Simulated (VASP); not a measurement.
# Vibrations of C (Graphite): a test of the settings, part 3 of 3

Aim: test the modes of C (Graphite) against the numerical settings. The starting structure is a measured crystal structure from the Crystallography Open Database.

VASP 6.6.1.

Results so far: reference E1u 1607.6 cm⁻¹; an 8×8×3 mesh E1u 1619.7 cm⁻¹; a cutoff of 400 eV E1u 1611.3 cm⁻¹.

## Step 5: Modes with an 18×18×6 mesh

Level of this step: LDA; plane waves and PAW (C) (VASP).

Against step 2 the input has an 18×18×6 mesh.

INCAR

```
SYSTEM = C
PREC = Accurate
ENCUT = 520
EDIFF = 1E-08
NELM = 100
ISMEAR = 0
SIGMA = 0.03
LREAL = .FALSE.
ALGO = Normal
GGA = CA
NBANDS = 14
LORBIT = 11
LWAVE = .FALSE.
LCHARG = .FALSE.
KPAR = 8
IBRION = 8
LEPSILON = .TRUE.
LPEAD = .TRUE.
ISIF = 2
```

POSCAR

```
C
1.0
    2.4472481902      0.0000000000      0.0000000000
   -1.2236240951      2.1193791021      0.0000000000
    0.0000000000      0.0000000000      6.6142279997
C
4
Direct
    0.6666666667      0.3333333333      0.7500000000
    0.3333333333      0.6666666667      0.2500000000
    0.0000000000      0.0000000000      0.7500000000
    0.0000000000      0.0000000000      0.2500000000
```

KPOINTS

```
Automatic mesh
0
Gamma
18 18 6
0 0 0
```

PAW data sets: C (LDA family, release 64).

Started as:

```
> mpirun -np 8 vasp_std
```

The program printed:

```text
[... set-up lines as in an earlier step ...]
 entering main loop
       N       E                     dE             d eps       ncg     rms          rms(c)
DAV:   1     0.353883438866E+02    0.35388E+02   -0.81349E+03  4160   0.105E+03
DAV:   2    -0.401758857360E+02   -0.75564E+02   -0.68904E+02  5614   0.211E+02
DAV:   3    -0.432772624465E+02   -0.31014E+01   -0.30820E+01  5386   0.404E+01
DAV:   4    -0.433101899657E+02   -0.32928E-01   -0.32904E-01  5208   0.499E+00
[...]
DAV:  12    -0.404463264448E+02    0.11851E-06   -0.27606E-07  5356   0.424E-03    0.154E-03
DAV:  13    -0.404463265014E+02   -0.56579E-07   -0.43696E-08  5056   0.171E-03    0.902E-04
DAV:  14    -0.404463265006E+02    0.73351E-09   -0.13132E-08  3610   0.838E-04
   1 F= -.40446327E+02 E0= -.40446227E+02  d E =-.198305E-03
 Linear response reoptimize wavefunctions to high precision
DAV:   1    -0.404463265018E+02   -0.11114E-08   -0.24726E-09  3940   0.424E-04
DAV:   2    -0.404463265018E+02   -0.13642E-10   -0.21053E-10  3074   0.125E-04
 Linear response to external field (no local field effect), progress :
[...]
RMM:  13    -0.118796006051E+00    0.29287E-07    0.14822E-06 24261   0.642E-05    0.556E-08
 first order change of Fermi-energy  -0.16998E-03
 force on displaced ion       3 direction 1 : -54.564   1.449   0.000
 Born effective charge ion    3 direction 1 :   3.887   0.000   0.000
 Linear response progress:
  Degree of freedom:   4/  4
       N       E                     dE             d eps       ncg     rms          rms(c)
RMM:   1    -0.136637542161E+00   -0.13664E+00    0.64576E-02 10406   0.205E+00
RMM:   2    -0.137013513752E+00   -0.37597E-03   -0.14667E-03  8744   0.275E-01    0.198E-01
RMM:   3    -0.136813692585E+00    0.19982E-03   -0.55264E-04  8233   0.150E-01    0.102E-01
RMM:   4    -0.137068838508E+00   -0.25515E-03   -0.24493E-04  8769   0.104E-01    0.228E-02
[...]
RMM:  10    -0.136953879017E+00   -0.19425E-07   -0.23837E-09 10701   0.726E-05    0.156E-06
RMM:  11    -0.136953895322E+00   -0.16304E-07    0.87367E-09  9996   0.638E-05    0.549E-07
RMM:  12    -0.136953903827E+00   -0.85051E-08    0.10426E-08  8284   0.618E-05    0.914E-08
 first order change of Fermi-energy   0.76939E-04
 force on displaced ion       3 direction 3 :  -0.000  -0.000 -17.198
 Born effective charge ion    3 direction 3 :   0.000   0.000   3.887
 Born effective charges drift removed
 Linear response finished
```

It took 3.4 min on 8 MPI ranks of AMD EPYC 7R43, shared host; peak memory 6.2 GiB; 27 min of CPU time.

From OUTCAR (step 5):

```text
  Total        0.0019899      0.0019899      0.0072393      0.0000000      0.0000000      0.0000000
  in kB        0.0929331      0.0929331      0.3380962      0.0000000      0.0000000      0.0000000
  external PRESSURE =       0.1746541 kB  Pullay stress =       0.0000000 kB

 POSITION                                       TOTAL-FORCE (eV/Angst)
 -----------------------------------------------------------------------------------
      1.22362      0.70646      4.96067        -0.000000      0.000000      0.000000
     -0.00000      1.41292      1.65356         0.000000     -0.000000     -0.000000
      0.00000      0.00000      4.96067        -0.000000      0.000000      0.000000
      0.00000      0.00000      1.65356        -0.000000      0.000000      0.000000
 -----------------------------------------------------------------------------------
    total drift:                                0.000000     -0.000000      0.000000

 MACROSCOPIC STATIC DIELECTRIC TENSOR (including local field effects in DFT)
 ------------------------------------------------------
           1.000000     0.000000     0.000000
           0.000000     1.000000     0.000000
           0.000000     0.000000     1.000000
 ------------------------------------------------------

 MACROSCOPIC STATIC DIELECTRIC TENSOR IONIC CONTRIBUTION
 ------------------------------------------------------
           0.000000    -0.000000    -0.000000
           0.000000     0.000000     0.000000
          -0.000000     0.000000     0.000000
 ------------------------------------------------------

[... 1 part as in an earlier step ...]

[... 1 further part left out ...]
```

The dielectric tensor of 1.00 in OUTCAR stands for a response that wasn't computed and is no result.

With an 18×18×6 mesh the modes are at the top E1u 1573.5, E2g (2) 1569.5 cm⁻¹, at the bottom B1g (1) 103.0, E2g (1) 10.0 cm⁻¹, with 2 more of the listed ones between; the largest shift is -34.1 cm⁻¹, in E1u, from the reference.

## Step 6: Modes with finite displacements

Against step 2 the input has IBRION = 6, NFREE = 2, POTIM = 0.015, no LEPSILON and no LPEAD (also changed: NSW).

Edit INCAR of step 5 so:

```diff
@@ -15,5 +15,6 @@
 KPAR = 8
-IBRION = 8
-LEPSILON = .TRUE.
-LPEAD = .TRUE.
+IBRION = 6
+NFREE = 2
+POTIM = 0.015
+NSW = 1
 ISIF = 2
```

POSCAR is that of step 5.

KPOINTS

```
Automatic mesh
0
Gamma
14 14 6
0 0 0
```

Started as:

```
> mpirun -np 8 vasp_std
```

The program printed:

```text
[... set-up lines as in an earlier step ...]
 entering main loop
       N       E                     dE             d eps       ncg     rms          rms(c)
[... 14 cycles as in an earlier step ...]
   1 F= -.40449649E+02 E0= -.40449649E+02  d E =-.133738E-16
[... from here on, the cycles between the ionic steps are left out ...]
   2 F= -.40443263E+02 E0= -.40443263E+02  d E =-.818351E-16
   3 F= -.40443262E+02 E0= -.40443262E+02  d E =-.789127E-16
   4 F= -.40447679E+02 E0= -.40447679E+02  d E =-.158637E-16
   5 F= -.40447679E+02 E0= -.40447679E+02  d E =-.158555E-16
   6 F= -.40443252E+02 E0= -.40443252E+02  d E =-.646083E-13
   7 F= -.40443252E+02 E0= -.40443252E+02  d E =-.645262E-13
   8 F= -.40447693E+02 E0= -.40447693E+02  d E =-.174797E-16
   9 F= -.40447693E+02 E0= -.40447693E+02  d E =-.174690E-16
 Finite differences progress:
  Degree of freedom:   4/  4
  Displacement:        2/  2
  Total:               8/  8
```

Run time: 1.9 min. Hardware: 8 MPI ranks; peak memory 2.6 GiB; 15 min of CPU time.

Parts of OUTCAR (step 6):

```text
  Total       -0.0022913     -0.0022913     -0.0002372      0.0000000     -0.0000000      0.0000000
  in kB       -0.1070128     -0.1070128     -0.0110798      0.0000000     -0.0000000      0.0000000
  external PRESSURE =      -0.0750351 kB  Pullay stress =       0.0000000 kB

 POSITION                                       TOTAL-FORCE (eV/Angst)
 -----------------------------------------------------------------------------------
      1.22362      0.70646      4.96067        -0.000000      0.000000     -0.257244
     -0.00000      1.41292      1.65356        -0.000000      0.000000     -0.003792
      0.00000      0.00000      4.94567         0.000000     -0.000000      0.260863
      0.00000      0.00000      1.65356         0.000000      0.000000      0.000174
 -----------------------------------------------------------------------------------
    total drift:                                0.000000      0.000000     -0.000204

  FREE ENERGIE OF THE ION-ELECTRON SYSTEM (eV)
  ---------------------------------------------------
  free  energy   TOTEN  =       -40.4476931767 eV

  energy  without entropy=      -40.4476931767  energy(sigma->0) =      -40.44769318

[... 2 parts as in an earlier step ...]

[... 1 further part left out ...]
[key lines of the parts left out:]
E-fermi :   4.5456
```

The last energy, forces and stress in OUTCAR belong to the last displaced cell, not to that of POSCAR.

With finite displacements the modes are at the top E1u 1607.9, E2g (2) 1599.6 cm⁻¹, at the bottom B1g (1) 117.0, E2g (1) 43.8 cm⁻¹, with 2 more of the listed ones between; the largest shift is +1.9 cm⁻¹, in E2g (1), from the reference.

## Step 7: Comparison

```
                 run     E1u  E2g (2)    A2u  B1g (2)  B1g (1)  E2g (1)                method  core minutes
           reference  1607.6   1599.6  887.6    882.4    115.2     41.9   perturbation theory          31.6
       an 8×8×3 mesh  1619.7   1610.9  887.6    882.6    112.8     44.2   perturbation theory          8.53
  a cutoff of 400 eV  1611.3   1603.5  888.3    883.2    113.0     47.8   perturbation theory          17.7
     an 18×18×6 mesh  1573.5   1569.5  887.5    879.2    103.0     10.0   perturbation theory          27.2
finite displacements  1607.9   1599.6  887.7    882.6    117.0     43.8  finite displacements          15.6
```

Modes are in cm⁻¹, degenerate ones as one, matched between runs by symmetry and order. A number in brackets counts the listed modes of one symmetry from the lowest. The symmetry labels come from an automatic analysis and can be wrong where levels nearly coincide. Core minutes are wall time times ranks of the run shown, on a shared host.

## Step 8: Summary of results

| Item | Value |
| --- | --- |
| E1u, reference | 1607.6 cm⁻¹ |
| E2g (1), reference | 41.9 cm⁻¹ |
| E1u, an 8×8×3 mesh | 1619.7 cm⁻¹ |
| E2g (1), an 8×8×3 mesh | 44.2 cm⁻¹ |
| E1u, a cutoff of 400 eV | 1611.3 cm⁻¹ |
| E2g (1), a cutoff of 400 eV | 47.8 cm⁻¹ |
| E1u, an 18×18×6 mesh | 1573.5 cm⁻¹ |
| E2g (1), an 18×18×6 mesh | 10.0 cm⁻¹ |
| E1u, finite displacements | 1607.9 cm⁻¹ |
| E2g (1), finite displacements | 43.8 cm⁻¹ |

What this shows: The largest change comes with an 18×18×6 mesh: -34.1 cm⁻¹ in E1u. On finer settings the modes change by up to -34.1 cm⁻¹ in E1u with an 18×18×6 mesh, not denser along every axis. The dielectric constants and Born charges in the logs aren't compared here; at a small gap they can be far off, and in a run without a gap they mean nothing. Further runs on this material are not shown.

[Lines on the potential files, build, host, timing and source positions are cut from VASP's logs without a mark.]

[Logs are printed without paths, hosts, clocks, repeated set-up lines and the standing remarks that a program may print on its own settings, such as how far it seeks lower states.]

[Hosts, paths, dates, database ids (printed as entryN), source tags and the programs' standing remarks are cut or masked in the printed files.]
